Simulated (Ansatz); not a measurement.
Molecular dynamics on a 2×2×2 supercell (24 atoms) of Li2S (Fm-3m), relaxed with r2SCAN. Forces come from PBE in the plane-wave code Ansatz: a Langevin thermostat at fixed volume, 2200 K, steps of 1 fs. Classical nuclei, no spin polarisation; a few dozen steps show the first response, not equilibrium.

```yaml
crystal:
  lattice:
    - [0.0, 5.6905887493, 5.6905887493]
    - [5.6905887493, 0.0, 5.6905887493]
    - [5.6905887493, 5.6905887493, 0.0]
  atoms:
    - { symbol: Li, position: [0.125, 0.125, 0.125] }
    - { symbol: Li, position: [0.375, 0.375, 0.375] }
    - { symbol: S, position: [0.0, 0.0, 0.0] }
    - { symbol: Li, position: [0.125, 0.125, 0.625] }
    - { symbol: Li, position: [0.375, 0.375, 0.875] }
    - { symbol: S, position: [0.0, 0.0, 0.5] }
    - { symbol: Li, position: [0.125, 0.625, 0.125] }
    - { symbol: Li, position: [0.375, 0.875, 0.375] }
    - { symbol: S, position: [0.0, 0.5, 0.0] }
    - { symbol: Li, position: [0.125, 0.625, 0.625] }
    - { symbol: Li, position: [0.375, 0.875, 0.875] }
    - { symbol: S, position: [0.0, 0.5, 0.5] }
    - { symbol: Li, position: [0.625, 0.125, 0.125] }
    - { symbol: Li, position: [0.875, 0.375, 0.375] }
    - { symbol: S, position: [0.5, 0.0, 0.0] }
    - { symbol: Li, position: [0.625, 0.125, 0.625] }
    - { symbol: Li, position: [0.875, 0.375, 0.875] }
    - { symbol: S, position: [0.5, 0.0, 0.5] }
    - { symbol: Li, position: [0.625, 0.625, 0.125] }
    - { symbol: Li, position: [0.875, 0.875, 0.375] }
    - { symbol: S, position: [0.5, 0.5, 0.0] }
    - { symbol: Li, position: [0.625, 0.625, 0.625] }
    - { symbol: Li, position: [0.875, 0.875, 0.875] }
    - { symbol: S, position: [0.5, 0.5, 0.5] }
kpoints:
  mp_grid: { grid: [2, 2, 2] }
hamiltonian:
  xc: pbe
scf:
  occupations: { method: fermi_dirac, width: 0.19 }
md:
  ensemble: nvt_langevin
  temperature: 2200
  timestep: 1.0
  n_steps: 30
  initial_velocities: maxwell_boltzmann
  seed: 5720
```

Command: `ansatz run input.yaml --threads 4 --pin off --max-ram 3686MiB --backend cpu --events-out ev --progress --plain --runs-dir out`.

Q: What wall time did it need on 4 threads of Arm Neoverse V1, on a shared host, and how much host memory at the peak?

A: About 73 s, with a peak of 1.1 GiB.

```csv
step,t (fs),T (K),free energy F from step 0 (meV/atom),kinetic energy (meV/atom),largest force (eV/Å)
0,0,2108,0.0,272.5,0.00
1,1,2026,1.0,261.9,0.15
2,2,2076,4.0,268.3,0.32
3,3,2093,9.1,270.6,0.50
4,4,1974,16.1,255.1,0.70
5,5,1926,24.9,248.9,0.91
6,6,1833,35.3,236.9,1.11
7,7,1693,46.9,218.8,1.30
8,8,1570,59.3,202.9,1.49
9,9,1486,72.1,192.1,1.68
10,10,1348,85.0,174.2,1.84
11,11,1193,97.2,154.2,1.96
12,12,1195,109.0,154.4,2.06
13,13,1107,120.4,143.1,2.15
14,14,985,130.8,127.4,2.21
15,15,912,139.7,117.9,2.24
16,16,950,147.5,122.8,2.24
17,17,965,154.6,124.8,2.22
18,18,987,160.9,127.6,2.16
19,19,930,165.5,120.2,2.22
20,20,1018,168.3,131.6,2.30
21,21,1019,169.7,131.7,2.38
22,22,1093,170.5,141.3,2.45
23,23,1077,171.1,139.2,2.51
24,24,1178,171.2,152.3,2.56
25,25,1176,171.6,152.0,2.62
26,26,1182,172.3,152.8,2.69
27,27,1168,173.5,151.0,2.76
28,28,1217,175.2,157.3,2.81
29,29,1319,177.6,170.5,2.83
30,30,1319,180.9,170.5,2.84
```

The temperature starts at 2108 K, is lowest at step 15 (912 K, 15 fs) and ends at 1319 K. The thermostat hasn't had time to restore it. The atoms start on their lattice sites with kinetic energy alone, so much of it first passes into potential energy. By the last step the atoms have moved 0.40 Å in the root mean square, the drift of the whole cell taken out, 0.70 Å at most.

Positions (Å) and forces (eV/Å) at step 30:
```
Li   1.566   1.535   1.109    -0.404  -0.401   0.043
Li   4.042   4.596   4.593     0.023  -0.945  -0.351
S   -0.032  -0.032  -0.138    -0.227   0.293   0.671
Li   4.086   4.068   1.455     0.789   0.684   0.097
Li   6.849   6.840   3.674     0.694   0.006   0.624
S    3.194   2.732  -0.092    -1.526  -0.864   0.770
Li   4.210   1.994   4.388    -0.533  -0.775  -0.276
Li   7.468   4.023   7.474    -0.680  -0.036  -0.487
S    3.037  -0.116   2.963    -0.892   0.280   0.092
Li   6.957   3.941   4.734     0.739  -0.036  -0.812
Li  10.002   7.014   6.974    -0.490   0.188   0.093
S    5.548   3.228   2.981     0.244  -0.886  -0.037
Li   1.585   4.397   4.292    -0.681  -0.513   0.631
Li   4.003   6.759   7.182     0.844   0.865  -0.638
S   -0.164   2.871   2.651     2.061  -1.846   0.638
Li   4.498   6.697   4.201    -0.727   1.373  -0.295
Li   6.954  10.238   7.186     0.500  -0.559   0.164
S    2.667   5.755   2.909     0.683   0.300  -0.361
Li   4.581   4.297   7.189    -1.144   0.508  -0.735
Li   6.588   7.158   9.909     0.921  -0.077  -0.685
S    2.835   3.055   5.836    -0.337  -0.162   0.038
Li   6.808   6.867   7.110     0.675   0.962   0.178
Li  10.057   9.636   9.917    -0.002   0.984  -0.079
S    5.853   5.572   5.595    -0.530   0.656   0.717
```
